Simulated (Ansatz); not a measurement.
Ca: how the k-point mesh moves the results

Method: DFT PBE, scalar-relativistic, plane waves, PAW in Ansatz.

```xyz
2
Lattice="1.9713 -3.3955 0.0000 1.9713 3.3955 0.0000 0.0000 0.0000 6.5091" Properties=species:S:1:pos:R:3 pbc="T T T"
Ca    1.9713   -2.2790    1.6273
Ca    1.9713    2.2790    4.8818
```

The plane-wave cutoff is 420 eV and the occupation rule is Gaussian smearing, 0.1 eV. The spin treatment is unpolarised.

The atoms stay fixed while the k-point mesh is varied. ΔE is the energy extrapolated to zero smearing, less that of the reference run (20×20×12). The cell isn't necessarily relaxed at this level. The meshes are Γ-centred. Pressure is positive in compression.

Q: Tried: 1×1×1, 2×2×1, 4×4×2, 6×6×4, 8×8×4, 10×10×6, 12×12×6, 12×12×8, 14×14×8, 16×16×8, 18×18×10, 20×20×12. From which k-point mesh on does the energy per atom stay within 100, 10 and 1 meV of the reference?

A: 4×4×2 for 100 meV, 8×8×4 for 10 meV, 10×10×6 for 1 meV. The reference itself isn't shown to be converged. At 8×8×4, where the energy is within 10 meV, force components already agree to within 0.001 eV/Å, where the largest force is 0.016 eV/Å.

```
    mesh  ΔE (meV/atom) P (GPa) largest change of a force component (eV/Å) irreducible points
   1×1×1          -2160    -4.00                                       0.009                   1
   2×2×1            117    -0.03                                       0.003                   3
   4×4×2          -10.3    -0.40                                       0.003                  14
   6×6×4           12.1    -0.48                                       0.001                  39
   8×8×4          -2.95    -0.47                                       0.000                  63
 10×10×6           0.17    -0.46                                       0.001                 124
 12×12×6          -0.10    -0.46                                       0.000                 172
 12×12×8           0.37    -0.47                                       0.000                 215
 14×14×8          -0.51    -0.46                                       0.000                 285
 16×16×8           0.20    -0.46                                       0.000                 365
18×18×10           0.27    -0.46                                       0.000                 546
20×20×12           0.00    -0.46                                       0.000                 777
```

This form isn't the element's structure at ambient conditions.